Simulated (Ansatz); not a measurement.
# Zn: which structure wins, without relativity

Which of fcc, bcc, hcp is lowest for Zn, without relativity? The runs shown use PAW and LAPW.

Computed with Ansatz 0.2.0 (DFT PBE, with the methods named in each step, unless a step's input says otherwise).

**1. The system as given**

The structure is cubic, space group Fm-3m (No. 225). Conventional cell: a = 3.928 Å, b = 3.928 Å, c = 3.928 Å, α = 90.00°, β = 90.00°, γ = 90.00°. Zn (site symmetry m-3m) is surrounded by 12 Zn at 2.78 Å.

Structure file:

```cif
data_structure
_symmetry_space_group_name_H-M 'Fm-3m'
_symmetry_Int_Tables_number 225
_cell_length_a 3.9282
_cell_length_b 3.9282
_cell_length_c 3.9282
_cell_angle_alpha 90.000
_cell_angle_beta 90.000
_cell_angle_gamma 90.000
_cell_volume 60.62
loop_
_atom_site_label
_atom_site_type_symbol
_atom_site_symmetry_multiplicity
_atom_site_Wyckoff_symbol
_atom_site_fract_x
_atom_site_fract_y
_atom_site_fract_z
_atom_site_occupancy
Zn1 Zn 4 a 0.00000 0.00000 0.00000 1
```

The file gives the conventional cell by its symmetry; the runs use the cell typed in the input.

The PAW steps are scalar-relativistic and only prepare the cells; LAPW drops relativity.

**2. Fcc relaxed, PAW**

input.yaml

```yaml
crystal:
  lattice:
    - [0.0, 1.9641097993, 1.9641097993]
    - [1.9641097993, 0.0, 1.9641097993]
    - [1.9641097993, 1.9641097993, 0.0]
  atoms:
    - { symbol: Zn, position: [0.0, 0.0, 0.0] }
kpoints:
  mp_grid: { grid: [18, 18, 18] }
scf:
  occupations: { method: fermi_dirac, width: 0.05 }
hamiltonian:
  xc: pbe
  pseudopotentials: { kind: paw }
output:
  forces: true
  stress: true
relax:
  f_tol: 0.005
  max_steps: 40
  cell: {}
```

Run with:

```
> ansatz run input.yaml --threads 1 --pin off --max-ram 3072MiB --backend cpu --events-out ev --progress --plain --runs-dir out
```

Further steps of the session: Fcc relaxed, LAPW; Bcc relaxed, PAW; Bcc relaxed, LAPW; Hcp relaxed, PAW; Hcp relaxed, LAPW.

Before running it: what results should come out? Wanted: lowest (for each run or level that gives them).

The runs gave:

| quantity | value |
| --- | --- |
| lowest (LAPW) | hcp, 22.0 meV/atom under fcc |
| lowest (PAW) | hcp, 19.5 meV/atom under fcc |

**Reading.** By LAPW the order is hcp < fcc < bcc. By PAW the order is hcp < fcc < bcc. Only LAPW drops relativity: the PAW files are scalar-relativistic and give the starting cells, so the two sets of rows differ by relativity and by the method's own errors together. Only these structures were tried, with electrons smeared by 0.05 eV and without vibrations, so the true ground state may be another. The k meshes differ between phases and weren't tested, which can move differences by some meV.
